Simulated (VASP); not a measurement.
# P (R-3m) in VASP: a series of runs, part 2 of 2

VASP 6.6.1.

**3. Relaxation of cell and atoms, PBEsol+D3(BJ), target pressure 7.4 GPa, at which the enthalpy is minimised**

This run uses another cell than the first one, of 13.12 Å³/atom, 0.813 times its volume.

Contents of INCAR:

```
ALGO = Fast ; EDIFF = 1E-7
EDIFFG = -0.15 ; ENCUT = 520
GGA = PS ; IBRION = 2
ISIF = 3 ; ISMEAR = 0
IVDW = 12 ; LASPH = T
LCHARG = F ; LREAL = F
LWAVE = F ; NELM = 60
NSW = 80 ; PREC = Accurate
PSTRESS = 74.0 ; SIGMA = 0.02
```

Contents of KPOINTS:

```
k-points
0
Gamma
  12 12 12
```

Contents of POSCAR:

```
P                                       
1.0
    1.6699460691      0.9641438151      2.7157790576
   -1.6699460691      0.9641438151      2.7157790576
    0.0000000000     -1.9282876202      2.7157790574
  P             
     2
Direct
     0.2438066044290396    0.2438066044290396    0.2438066044264171
     0.7561933955709605    0.7561933955709605    0.7561933955735829
```

Potentials or basis: VASP PAW PBE potentials, release 64 (P).

Launch:

```
cat potpaw_PBE.64/P/POTCAR > POTCAR
mpirun -np 1 vasp_std > vasp.out
```

OUTCAR:

```text
EDIFF = 1E-7
   EDIFFG = -0.15
   ENCUT = 520
   GGA = PS
   IBRION = 2
   ISIF = 3
   ISMEAR = 0
   IVDW = 12
   LASPH = T
   LREAL = F
   NELM = 60
   NSW = 80
   PREC = Accurate
   PSTRESS = 74.0
 IVDW          = 12

 ion  position               nearest neighbor table
   1  0.244  0.244  0.244-   2 2.30   2 2.30   2 2.30   2 2.42   2 2.42   2 2.42
   2  0.756  0.756  0.756-   1 2.30   1 2.30   1 2.30   1 2.42   1 2.42   1 2.42

  LATTYP: Found a trigonal (rhomboedric) cell.
 ALAT       =     3.3307280074
 COS(alpha) =     0.4972448252

  Lattice vectors:

 A1 = (   1.6699460691,   0.9641438151,   2.7157790576)
 A2 = (  -1.6699460691,   0.9641438151,   2.7157790576)
 A3 = (   0.0000000000,  -1.9282876202,   2.7157790574)

Analysis of symmetry for initial positions (statically):
=====================================================================
 Subroutine PRICEL returns:
 Original cell was already a primitive cell.

 Routine SETGRP: Setting up the symmetry group for a
 trigonal (rhombohedral) supercell.

 Subroutine GETGRP returns: Found 12 space group operations
 (whereof 12 operations were pure point group operations)
 out of a pool of 12 trial point group operations.

The static configuration has the point symmetry D_3d.

Analysis of symmetry for dynamics (positions and initial velocities):
=====================================================================
 Subroutine PRICEL returns:
 Original cell was already a primitive cell.

 Routine SETGRP: Setting up the symmetry group for a
 trigonal (rhombohedral) supercell.

 Subroutine GETGRP returns: Found 12 space group operations
 (whereof 12 operations were pure point group operations)
 out of a pool of 12 trial point group operations.

The dynamic configuration has the point symmetry D_3d.

 Subroutine INISYM returns: Found 12 space group operations
 (whereof 12 operations are pure point group operations),
 and found     1 'primitive' translations

----------------------------------------------------------------------------------------

                                     Primitive cell

  volume of cell :      26.2355

  direct lattice vectors                    reciprocal lattice vectors
     1.669946069  0.964143815  2.715779058     0.299410867  0.172864945  0.122739489
    -1.669946069  0.964143815  2.715779058    -0.299410867  0.172864945  0.122739489
     0.000000000 -1.928287620  2.715779057     0.000000000 -0.345729889  0.122739489

  length of vectors
     3.330728007  3.330728007  3.330728004     0.366870738  0.366870738  0.366870738

  position of ions in fractional coordinates (direct lattice)
     0.243806604  0.243806604  0.243806604
     0.756193396  0.756193396  0.756193396

  ion indices of the primitive-cell ions
   primitive index   ion index
                 1           1
                 2           2

----------------------------------------------------------------------------------------

 KPOINTS: k-points

Automatic generation of k-mesh.
 Grid dimensions read from file:
 generate k-points for:   12   12   12

 Generating k-lattice:
[... 42 lines left out ...]
 -0.416667  0.166667  0.000000     12.000000
 [... further k-points ...]
   k-points           NKPTS =    189   k-points in BZ     NKDIM =    189   number of bands    NBANDS=      9
   number of dos      NEDOS =    301   number of ions     NIONS =      2
   total plane-waves  NPLWV =  21952
   dimension x,y,z NGX =    28 NGY =   28 NGZ =   28
   dimension x,y,z NGXF=    56 NGYF=   56 NGZF=   56
   ions per type =               2
   NGX,Y,Z   is equivalent  to a cutoff of  13.98, 13.98, 13.98 a.u.
   NGXF,Y,Z  is equivalent  to a cutoff of  27.95, 27.95, 27.95 a.u.
 SYSTEM =  unknown system
   PREC   = accura    normal or accurate (medium, high low for compatibility)
   ISTART =      0    job   : 0-new  1-cont  2-samecut
   ICHARG =      2    charge: 1-file 2-atom 10-const
   ISPIN  =      1    spin polarized calculation?
   LNONCOLLINEAR =      F non collinear calculations
   LSORBIT =      F    spin-orbit coupling
   LASPH  =      T    aspherical Exc in radial PAW
   ENCUT  =  520.0 eV  38.22 Ry    6.18 a.u.   6.19  6.19  6.19*2*pi/ulx,y,z
   NELM   =     60;   NELMIN=  2; NELMDL= -5     # of ELM steps
   EDIFF  = 0.1E-06   stopping-criterion for ELM
   LREAL  =      F    real-space projection
   EDIFFG = -.1E+00   stopping-criterion for IOM
   NSW    =     80    number of steps for IOM
   IBRION =      2    ionic relax: 0-MD 1-quasi-New 2-CG
   NFREE  =      1    steps in history (QN), initial steepest desc. (CG)
   ISIF   =      3    stress and relaxation
   ISYM   =      2    0-nonsym 1-usesym 2-fastsym
   POTIM  = 0.5000    time-step for ionic-motion
   TEBEG  =    0.0;   TEEND  =   0.0 temperature during run
   PSTRESS=   74.0 pullay stress
   NELECT =      10.0000    total number of electrons
   NUPDOWN=      -1.0000    fix difference up-down
   EMIN   =  10.00;   EMAX   =-10.00  energy-range for DOS
   EFERMI =   0.00;   METHOD = LEGACY
   ISMEAR =     0;   SIGMA  =   0.02  broadening in eV -4-tet -1-fermi 0-gaus
   EFERMI_NEDOS =   21; number of points for ismear=-14 and -15
   IALGO  =     68    algorithm
   IMIX   =      4    mixing-type and parameters
     AMIX     =   0.40;   BMIX     =  1.00
     AMIX_MAG =   1.60;   BMIX_MAG =  1.00
  volume/ion in A,a.u.               =      13.12        88.52
  Fermi-wavevector in a.u.,A,eV,Ry     =   1.186984  2.243074 19.169669  1.408931
  Thomas-Fermi vector in A             =   2.323145
   LORBIT       =      0    0 simple, 1 ext, 2 COOP (PROOUT), +10 PAW based schemes
   GGA     = PS    functional components
   LHFCALC =     F    Hartree Fock is set to
   AEXX    =    0.0000 exact exchange contribution
   IVDW    =    12    specifies the selected vdW correction
   LEPSILON=     F    determine dielectric tensor
   LRPA    =     F    only Hartree local field effects (RPA)
 conjugate gradient relaxation of ions
 non-spin polarized calculation
 RMM-DIIS sequential band-by-band and
 Gauss-broadening in eV      SIGMA  =   0.02
  energy-cutoff  :      520.00
  volume of cell :       26.24
 maximum number of plane-waves:       725
 NGX is ok and might be reduce to    28
   NGX = 13   NGY = 13   NGZ = 13

 number of electron      10.0000000 magnetization

 Free energy of the ion-electron system (eV)
  ---------------------------------------------------
  ext. energy  EPLUGINS =         0.00000000
  ---------------------------------------------------
  free energy    TOTEN  =       -11.46784929 eV

  energy without entropy =      -11.46774257  energy(sigma->0) =      -11.46779593

 E-fermi :  11.2460     XC(G=0): -11.8291

 val. band max:       11.2343054241   @ k =   0.3333   0.3333   0.3333
 cond. band min:      11.2496610175   @ k =   0.5000   0.0833   0.0000
 fundamental gap:      0.0153555934
 Fermi energy:        11.2460090250

 k-point     1 :       0.0000    0.0000    0.0000
  band No.  band energies     occupation
      1      -6.4936      2.00000
      2       8.7893      2.00000
      3       8.7893      2.00000
      4       8.9664      2.00000
      5      10.7937      2.00000
      6      15.0987      0.00000
      7      15.2672      0.00000
      8      15.2673      0.00000
      9      16.8913      0.00000
[... 265 lines left out ...]
 k-point    24 :      -0.4167    0.1667    0.0000
  band No.  band energies     occupation
      1      -2.0053      2.00000
      2      -1.0231      2.00000
      3       5.6032      2.00000
      4       7.8208      2.00000
      5       9.3292      2.00000
      6      12.0934      0.00000
      7      14.9079      0.00000
      8      16.4722      0.00000
      9      20.0951      0.00000

 [... further k-points ...]

------------------------ aborting loop because EDIFF is reached ----------------------------------------

 Edisp (eV)   -0.86548

 E8    (eV) :    -0.5137

  FORCE on cell =-STRESS in cart. coord.  units (eV):
  Direction    XX          YY          ZZ          XY          YZ          ZX
  --------------------------------------------------------------------------------------
  -------------------------------------------------------------------------------------
  Total       1.17796     1.17796     1.19555     0.00000     0.00000     0.00000
  in kB      71.93662    71.93662    73.01111     0.00000     0.00000     0.00000
  external pressure =       -1.71 kB  Pullay stress =       74.00 kB

 VOLUME and BASIS-vectors are now :
 -----------------------------------------------------------------------------
  energy-cutoff  :      520.00
  volume of cell :       26.24
      direct lattice vectors                 reciprocal lattice vectors
     1.669946069  0.964143815  2.715779058     0.299410867  0.172864945  0.122739489
    -1.669946069  0.964143815  2.715779058    -0.299410867  0.172864945  0.122739489
     0.000000000 -1.928287620  2.715779057     0.000000000 -0.345729889  0.122739489

 POSITION                                       TOTAL-FORCE (eV/Angst)
 -----------------------------------------------------------------------------------
      0.00000      0.00000      1.98637         0.000000      0.000000      0.009098
      0.00000      0.00000      6.16096         0.000000     -0.000000     -0.009098
 -----------------------------------------------------------------------------------
    total drift:                               -0.000000     -0.000000     -0.000000

  FREE ENERGIE OF THE ION-ELECTRON SYSTEM (eV)
  ---------------------------------------------------
  free  energy   TOTEN  =       -12.3333265471 eV

  energy  without entropy=      -12.3332198267  energy(sigma->0) =      -12.33327319

  enthalpy is  TOTEN    =       -11.1215819648 eV   P V=        1.2117445823

 reached required accuracy - stopping structural energy minimisation
```

OSZICAR:

```text
N       E                     dE             d eps       ncg     rms          rms(c)
DAV:   1     0.213039020874E+02    0.21304E+02   -0.49417E+03  3410   0.985E+02
DAV:   2    -0.106615330494E+02   -0.31965E+02   -0.30794E+02  5121   0.131E+02
DAV:   3    -0.115023459548E+02   -0.84081E+00   -0.83122E+00  4297   0.227E+01
DAV:   4    -0.115070634390E+02   -0.47175E-02   -0.47146E-02  5217   0.172E+00
DAV:   5    -0.115070744529E+02   -0.11014E-04   -0.11014E-04  4471   0.575E-02    0.781E+00
RMM:   6    -0.114815102458E+02    0.25564E-01   -0.39114E-03  3402   0.499E-01    0.467E+00
RMM:   7    -0.114678207807E+02    0.13689E-01   -0.88870E-03  3402   0.825E-01    0.986E-02
RMM:   8    -0.114678278035E+02   -0.70228E-05   -0.74820E-04  3403   0.266E-01    0.626E-02
RMM:   9    -0.114678448153E+02   -0.17012E-04   -0.12105E-04  3408   0.102E-01    0.503E-02
RMM:  10    -0.114678485762E+02   -0.37609E-05   -0.19548E-05  3411   0.419E-02    0.292E-02
RMM:  11    -0.114678491863E+02   -0.61005E-06   -0.60469E-06  3412   0.204E-02    0.920E-03
RMM:  12    -0.114678493264E+02   -0.14017E-06   -0.12959E-06  3355   0.959E-03    0.143E-02
RMM:  13    -0.114678492906E+02    0.35825E-07   -0.20932E-07  2583   0.363E-03
   1 F= -.11121582E+02 E0= -.11121529E+02  d E =-.111216E+02
```

CONTCAR:

```text
P
   1.00000000000000
     1.6699460691000001    0.9641438151000000    2.7157790575999998
    -1.6699460691000001    0.9641438151000000    2.7157790575999998
     0.0000000000000000   -1.9282876202000001    2.7157790573999998
  P
     2
Direct
     0.2438066044290395    0.2438066044290395    0.2438066044264176
     0.7561933955709605    0.7561933955709605    0.7561933955735824

  0.00000000E+00  0.00000000E+00  0.00000000E+00
  0.00000000E+00  0.00000000E+00  0.00000000E+00
```

Wall time 41 s (1 thread of Intel Xeon Platinum 8488C (Sapphire Rapids), shared host); peak memory 0.18 GiB.

Results:

- Free energy: -12.3333 eV
- Pressure after relaxing: 7.2 GPa
- Largest force after relaxing: 0.009 eV/Å
- Band gap on the k mesh: none (metal or under the smearing width)
- Dispersion energy per atom: -0.433 eV

Forces in eV/Å, atoms in the order of the input:
```
P    0.000  0.000  0.009
P    0.000  0.000 -0.009
```

Final structure:
```xyz
2
Lattice="1.6699 0.9641 2.7158 -1.6699 0.9641 2.7158 0.0000 -1.9283 2.7158" Properties=species:S:1:pos:R:3 pbc="T T T"
P     0.0000    0.0000    1.9864
P     0.0000    0.0000    6.1610
```

Caveat: the relaxation stopped at its first step, so nothing moved; the cell is relaxed towards a set pressure, so the enthalpy falls and the energy may rise; the PAW data sets were made with another functional, which shifts forces and pressure a little; pairwise dispersion overbinds metals, which lowers pressure and volume; the relaxation stopped at a loose force limit of 0.15 eV/Å, so its end isn't a converged minimum.

**4. Vibrations by finite differences, PBEsol+D3(BJ)**

This run uses another cell than the first one, of 13.12 Å³/atom, 0.813 times its volume.

Contents of INCAR:

```
SYSTEM = P
ALGO = Fast
EDIFF = 1E-8
ENCUT = 520
GGA = PS
IBRION = 6
ISIF = 2
ISMEAR = 0
IVDW = 12
LASPH = .True.
LCHARG = .False.
LREAL = .False.
LWAVE = .False.
NBANDS = 12
NELM = 60
NFREE = 2
NSW = 1
POTIM = 0.015
PREC = Accurate
SIGMA = 0.02
```

Contents of KPOINTS:

```
k-points
0
Gamma
  12 12 12
  0 0 0
```

Contents of POSCAR:

```
P                                       
1.0
    1.6699460691      0.9641438151      2.7157790576
   -1.6699460691      0.9641438151      2.7157790576
    0.0000000000     -1.9282876202      2.7157790574
  P             
     2
Direct
     0.2438066044290395    0.2438066044290395    0.2438066044264176
     0.7561933955709605    0.7561933955709605    0.7561933955735824
```

Potentials or basis: VASP PAW PBE potentials, release 64 (P).

Launch:

```
cat potpaw_PBE.64/P/POTCAR > POTCAR
mpirun -np 1 vasp_std > vasp.out
```

OUTCAR:

```text
SYSTEM = P
   EDIFF = 1E-8
   ENCUT = 520
   GGA = PS
   IBRION = 6
   ISIF = 2
   ISMEAR = 0
   IVDW = 12
   LASPH = .True.
   LREAL = .False.
   NELM = 60
   NFREE = 2
   NSW = 1
   POTIM = 0.015
   PREC = Accurate
 IVDW          = 12

 ion  position               nearest neighbor table
   1  0.244  0.244  0.244-   2 2.30   2 2.30   2 2.30   2 2.42   2 2.42   2 2.42
   2  0.756  0.756  0.756-   1 2.30   1 2.30   1 2.30   1 2.42   1 2.42   1 2.42
[... 774 lines left out ...]

 INTERNAL STRAIN TENSOR FOR ION    2 for displacements in x,y,z  (eV/Angst):
          X           Y           Z          XY          YZ          ZX
  --------------------------------------------------------------------------------
  x     0.00000     0.00000     0.00000    -1.42205     0.00000    -0.24414
  y    -1.42205     1.42205     0.00000     0.00000    -0.24414     0.00000
  z     2.55952     2.55952     0.92599     0.00000     0.00000     0.00000

 Eigenvectors and eigenvalues of the dynamical matrix
 ----------------------------------------------------

   1 f  =    7.390478 THz    46.435741 2PiTHz  246.519801 cm-1    30.564546 meV
             X         Y         Z           dx          dy          dz
      0.000000  0.000000  1.986375    -0.000000   -0.000000   -0.707107
      0.000000  0.000000  6.160963     0.000000    0.000000    0.707107
[... 16 lines left out ...]
   5 f  =    0.000000 THz     0.000000 2PiTHz    0.000002 cm-1     0.000000 meV
             X         Y         Z           dx          dy          dz
      0.000000  0.000000  1.986375    -0.089887    0.680888    0.168263
      0.000000  0.000000  6.160963    -0.089887    0.680888    0.168263

   6 f/i=    0.000000 THz     0.000000 2PiTHz    0.000003 cm-1     0.000000 meV
             X         Y         Z           dx          dy          dz
      0.000000  0.000000  1.986375     0.701205    0.090925    0.006652
      0.000000  0.000000  6.160963     0.701205    0.090925    0.006652

 ELASTIC MODULI CONTR FROM IONIC RELAXATION (kBar)
 Direction    XX          YY          ZZ          XY          YZ          ZX
 --------------------------------------------------------------------------------
 XX        -163.0261    -68.1576    -41.8193      0.0000     -8.1437      0.0000
 YY         -68.1576   -163.0261    -41.8193     -0.0000      8.1437     -0.0000
 ZZ         -41.8193    -41.8193    -15.1296     -0.0000     -0.0000     -0.0000
 XY           0.0000     -0.0000     -0.0000    -47.4342      0.0000     -8.1437
 YZ          -8.1437      8.1437     -0.0000      0.0000     -1.3982      0.0000
 ZX           0.0000     -0.0000     -0.0000     -8.1437      0.0000     -1.3982
 --------------------------------------------------------------------------------
```

stdout:

```text
POSCAR found type information on POSCAR P
 POSCAR found :  1 types and       2 ions
 scaLAPACK will be used
 -----------------------------------------------------------------------------
|                                                                             |
|                                                                             |
|     You enforced a specific xc type in the INCAR file but a different       |
|     I HOPE YOU KNOW WHAT YOU ARE DOING!                                     |
|                                                                             |
 -----------------------------------------------------------------------------

 LDA part: xc-table for (Slater+PW92), standard interpolation
 POSCAR, INCAR and KPOINTS ok, starting setup
 FFT: planning ... GRIDC
 FFT: planning ... GRID_SOFT
 FFT: planning ... GRID
 WAVECAR not read
 entering main loop
 Found     2 degrees of freedom:
 Finite differences POTIM= 0.01500 DOF=   2
 bond charge predicted
 Finite differences progress:
 bond charge predicted
 Finite differences progress:
 bond charge predicted
 Finite differences progress:
 bond charge predicted
 Finite differences progress:
```

Run time: 5.7 min. Hardware: 1 thread of Intel Xeon Platinum 8488C (Sapphire Rapids), shared host; peak memory 0.46 GiB.

Results:

```
Highest phonon frequency at Γ : 247 cm⁻¹
Dispersion energy per atom    : -0.433 eV
```

Phonon frequencies in cm⁻¹ (negative: imaginary):
```tsv
q point	frequencies
(0.000, 0.000, 0.000)	0 0 0 214 214 247
```

Caveat: the PAW data sets were made with another functional, which shifts forces and pressure a little; pairwise dispersion overbinds metals, which lowers pressure and volume.
